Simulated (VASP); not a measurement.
# InAs (F-43m) in VASP: a series of runs

The runs below take InAs through single point, with PBE, PBEsol.

All numbers are computed with VASP 6.6.1; they aren't measurements. Logs are shortened: lines on timing, memory, paths and dates and some standing lists are left out, and cuts for length are marked.

**Measured values to compare with.**

From a printed reference work, data compilation, for a bulk crystal of InAs at 4.2 K: band gap 0.418 eV (direct).

How close the calculation comes is told below.

### Step 1. The cell of the first run

It takes space group F-43m (No. 216, cubic). Conventional cell: a = 6.036 Å, b = 6.036 Å, c = 6.036 Å, α = 90.00°, β = 90.00°, γ = 90.00°. Within 3.4 Å of In (site symmetry -43m) lie 4 As at 2.61 Å. Within 3.4 Å of As (site symmetry -43m) lie 4 In at 2.61 Å.

### Step 2. Single point, PBE

Input file INCAR:

```
PREC     = Accurate       # precision mode
ENCUT    = 520            # plane-wave cutoff, eV
EDIFF    = 1E-6           # SCF threshold, eV
ISMEAR   = -1             # smearing method
SIGMA    = 0.05           # smearing width, eV
LREAL    = False          # projectors in reciprocal space
LASPH    = True           # aspherical terms in the spheres
NELM     = 60             # most SCF steps
ALGO     = Normal         # electronic algorithm
ISIF     = 2              # what is computed and relaxed
LWAVE    = False          # write WAVECAR
LCHARG   = False          # write CHGCAR
GGA      = PE             # functional
NBANDS   = 16             # bands
```

Input file KPOINTS:

```
Automatic mesh
0
Gamma
  8 8 8
```

Input file POSCAR:

```
InAs
1.0
    0.0000000000      3.0180000000      3.0180000000
    3.0180000000      0.0000000000      3.0180000000
    3.0180000000      3.0180000000      0.0000000000
In As
1 1
Direct
    0.0000000000      0.0000000000      0.0000000000
    0.7500000000      0.7500000000      0.7500000000
```

Potentials or basis: VASP PAW PBE potentials, release 64 (In_d, As).

Command:

```bash
$ cat potpaw_PBE.64/In_d/POTCAR potpaw_PBE.64/As/POTCAR > POTCAR
$ mpirun -np 1 vasp_std > vasp.out
```

OUTCAR:

```text
PREC = Accurate
   ENCUT = 520
   EDIFF = 1E-6
   ISMEAR = -1
   LREAL = False
   LASPH = True
   NELM = 60
   ISIF = 2
   GGA = PE

 ion  position               nearest neighbor table
   1  0.000  0.000  0.000-   2 2.61   2 2.61   2 2.61   2 2.61
   2  0.750  0.750  0.750-   1 2.61   1 2.61   1 2.61   1 2.61

  LATTYP: Found a face centered cubic cell.
 ALAT       =     6.0360000000

  Lattice vectors:

 A1 = (   0.0000000000,   3.0180000000,   3.0180000000)
 A2 = (   3.0180000000,   0.0000000000,   3.0180000000)
 A3 = (   3.0180000000,   3.0180000000,   0.0000000000)

Analysis of symmetry for initial positions (statically):
=====================================================================
 Subroutine PRICEL returns:
 Original cell was already a primitive cell.

 Routine SETGRP: Setting up the symmetry group for a
 face centered cubic supercell.

 Subroutine GETGRP returns: Found 24 space group operations
 (whereof 24 operations were pure point group operations)
 out of a pool of 48 trial point group operations.

The static configuration has the point symmetry T_d .

Analysis of symmetry for dynamics (positions and initial velocities):
=====================================================================
 Subroutine PRICEL returns:
 Original cell was already a primitive cell.

 Routine SETGRP: Setting up the symmetry group for a
 face centered cubic supercell.

 Subroutine GETGRP returns: Found 24 space group operations
 (whereof 24 operations were pure point group operations)
 out of a pool of 48 trial point group operations.

The dynamic configuration has the point symmetry T_d .

 Subroutine INISYM returns: Found 24 space group operations
 (whereof 24 operations are pure point group operations),
 and found     1 'primitive' translations

----------------------------------------------------------------------------------------

                                     Primitive cell

  volume of cell :      54.9778

  direct lattice vectors                    reciprocal lattice vectors
     0.000000000  3.018000000  3.018000000    -0.165672631  0.165672631  0.165672631
     3.018000000  0.000000000  3.018000000     0.165672631 -0.165672631  0.165672631
     3.018000000  3.018000000  0.000000000     0.165672631  0.165672631 -0.165672631

  length of vectors
     4.268096531  4.268096531  4.268096531     0.286953414  0.286953414  0.286953414
[... 73 lines left out ...]
   ISTART =      0    job   : 0-new  1-cont  2-samecut
   ICHARG =      2    charge: 1-file 2-atom 10-const
   ISPIN  =      1    spin polarized calculation?
   LNONCOLLINEAR =      F non collinear calculations
   LSORBIT =      F    spin-orbit coupling
   LASPH  =      T    aspherical Exc in radial PAW
   ENCUT  =  520.0 eV  38.22 Ry    6.18 a.u.   7.94  7.94  7.94*2*pi/ulx,y,z
   NELM   =     60;   NELMIN=  2; NELMDL= -5     # of ELM steps
   EDIFF  = 0.1E-05   stopping-criterion for ELM
   LREAL  =      F    real-space projection
   EDIFFG = 0.1E-04   stopping-criterion for IOM
   NSW    =      0    number of steps for IOM
   IBRION =     -1    ionic relax: 0-MD 1-quasi-New 2-CG
   NFREE  =      0    steps in history (QN), initial steepest desc. (CG)
   ISIF   =      2    stress and relaxation
   ISYM   =      2    0-nonsym 1-usesym 2-fastsym
   POTIM  = 0.5000    time-step for ionic-motion
   TEBEG  =    0.0;   TEEND  =   0.0 temperature during run
   PSTRESS=    0.0 pullay stress
   NELECT =      18.0000    total number of electrons
   NUPDOWN=      -1.0000    fix difference up-down
   EMIN   =  10.00;   EMAX   =-10.00  energy-range for DOS
   EFERMI =   0.00;   METHOD = LEGACY
   ISMEAR =    -1;   SIGMA  =   0.05  broadening in eV -4-tet -1-fermi 0-gaus
   EFERMI_NEDOS =   21; number of points for ismear=-14 and -15
   IALGO  =     38    algorithm
   IMIX   =      4    mixing-type and parameters
     AMIX     =   0.40;   BMIX     =  1.00
     AMIX_MAG =   1.60;   BMIX_MAG =  1.00
  volume/ion in A,a.u.               =      27.49       185.50
  Fermi-wavevector in a.u.,A,eV,Ry     =   1.128331  2.132236 17.321990  1.273130
  Thomas-Fermi vector in A             =   2.265020
   LORBIT       =      0    0 simple, 1 ext, 2 COOP (PROOUT), +10 PAW based schemes
   GGA     = PE    functional components
   LHFCALC =     F    Hartree Fock is set to
   AEXX    =    0.0000 exact exchange contribution
   IVDW    =     0    specifies the selected vdW correction
   LEPSILON=     F    determine dielectric tensor
   LRPA    =     F    only Hartree local field effects (RPA)
 non-spin polarized calculation
  energy-cutoff  :      520.00
  volume of cell :       54.98
 maximum number of plane-waves:      1494
   NGX = 15   NGY = 15   NGZ = 15

 number of electron      17.9999991 magnetization

 Free energy of the ion-electron system (eV)
  ---------------------------------------------------
  ext. energy  EPLUGINS =         0.00000000
  ---------------------------------------------------
  free energy    TOTEN  =        -7.66162410 eV

  energy without entropy =       -7.66107641  energy(sigma->0) =       -7.66135025

 E-fermi :   4.6121     XC(G=0):  -9.1170

 val. band max:        4.5638070931   @ k =   0.0000   0.0000   0.0000
 cond. band min:       5.5323393623   @ k =   0.5000   0.0000   0.0000
 fundamental gap:      0.9685322691
 Fermi energy:         4.6120576495

 k-point     1 :       0.0000    0.0000    0.0000
  band No.  band energies     occupation
      1      -9.8399      2.00000
      2      -9.8399      2.00000
      3      -9.8399      2.00000
      4      -9.7118      2.00000
      5      -9.7118      2.00000
      6      -7.3330      2.00000
[... 433 lines left out ...]
      3      -9.7852      2.00000
      4      -9.7170      2.00000
      5      -9.7042      2.00000
      6      -5.5769      2.00000
[... 8 lines left out ...]
     15      14.9909      0.00000
     16      15.7164      0.00000

 [... further k-points ...]
[... 5 lines left out ...]
  --------------------------------------------------------------------------------------
  -------------------------------------------------------------------------------------
  Total        1.4949322      1.4949322      1.4949322      0.0000000      0.0000000     -0.0000000
  in kB       43.5656679     43.5656679     43.5656679      0.0000000      0.0000000     -0.0000000
  external PRESSURE =      43.5656679 kB  Pullay stress =       0.0000000 kB

 VOLUME and BASIS-vectors are now :
 -----------------------------------------------------------------------------
  energy-cutoff  :      520.00
  volume of cell :       54.98
      direct lattice vectors                 reciprocal lattice vectors
     0.000000000  3.018000000  3.018000000    -0.165672631  0.165672631  0.165672631
     3.018000000  0.000000000  3.018000000     0.165672631 -0.165672631  0.165672631
     3.018000000  3.018000000  0.000000000     0.165672631  0.165672631 -0.165672631

 POSITION                                       TOTAL-FORCE (eV/Angst)
 -----------------------------------------------------------------------------------
      0.00000      0.00000      0.00000         0.000000      0.000000      0.000000
      4.52700      4.52700      4.52700        -0.000000     -0.000000     -0.000000
 -----------------------------------------------------------------------------------
    total drift:                                0.000000      0.000000      0.000000

  FREE ENERGIE OF THE ION-ELECTRON SYSTEM (eV)
  ---------------------------------------------------
  free  energy   TOTEN  =        -7.6616240990 eV

  energy  without entropy=       -7.6610764050  energy(sigma->0) =       -7.66135025
```

Run time: 10 s. Hardware: 1 thread of Intel Xeon 6975P-C (Granite Rapids), shared host; peak memory 0.18 GiB.

Results:

```yaml
Free_energy: -7.6616 eV
Pressure: 4.4 GPa
Band_gap_on_the_k_mesh: zero (filled and empty bands touch)
```

Caveat: spin-orbit coupling is left out, which moves the levels of the heavy elements.

### Step 3. Single point, PBEsol

Input file INCAR:

```
PREC = Accurate ; ENCUT = 520
EDIFF = 1E-6 ; ISMEAR = -1
SIGMA = 0.05 ; LREAL = F
LASPH = T ; NELM = 80
ALGO = Normal ; ISIF = 2
LWAVE = F ; LCHARG = T
GGA = PS ; LELF = T
LVHAR = T ; NBANDS = 16
```

KPOINTS is that of step 2.

POSCAR is that of step 2.

Potentials or basis: VASP PAW PBE potentials, release 64 (In_d, As).

Command:

```bash
$ cat potpaw_PBE.64/In_d/POTCAR potpaw_PBE.64/As/POTCAR > POTCAR
$ mpirun -np 1 vasp_std > vasp.out
```

It took 10 s on 1 thread of Intel Xeon 6975P-C (Granite Rapids), shared host; peak memory 0.18 GiB.

Results (log left out):

```yaml
Free_energy: -8.4795 eV
Pressure: 1.6 GPa
Band_gap_on_the_k_mesh: zero (filled and empty bands touch)
```

Levels at points of the mesh, in eV from the Fermi level:
```
           k point  band 7  band 8  band 9  band 10  band 11  band 12
(0.00, 0.00, 0.00)   -0.30   -0.05   -0.05    -0.05     3.81     3.81
(0.50, 0.00, 0.00)   -5.89   -1.05   -1.05     0.84     4.58     4.58
(0.50, 0.50, 0.00)   -5.95   -2.41   -2.41     1.38     1.93     9.06
```

Caveat: the PAW data sets were made with another functional, which shifts forces and pressure a little; spin-orbit coupling is left out, which moves the levels of the heavy elements.

### Step 4. Comparison with measurements

Step 3. A measured gap of InAs is 0.418 eV (direct; 4.2 K; a printed reference work, data compilation); the calculated 0.00 eV misses it by -0.42 eV. Spin-orbit coupling on As, In is left out. The value is that of PBEsol on a finite k mesh, which can miss the band edges, without temperature or zero-point motion. Semilocal functionals fall short of measured gaps as a rule.
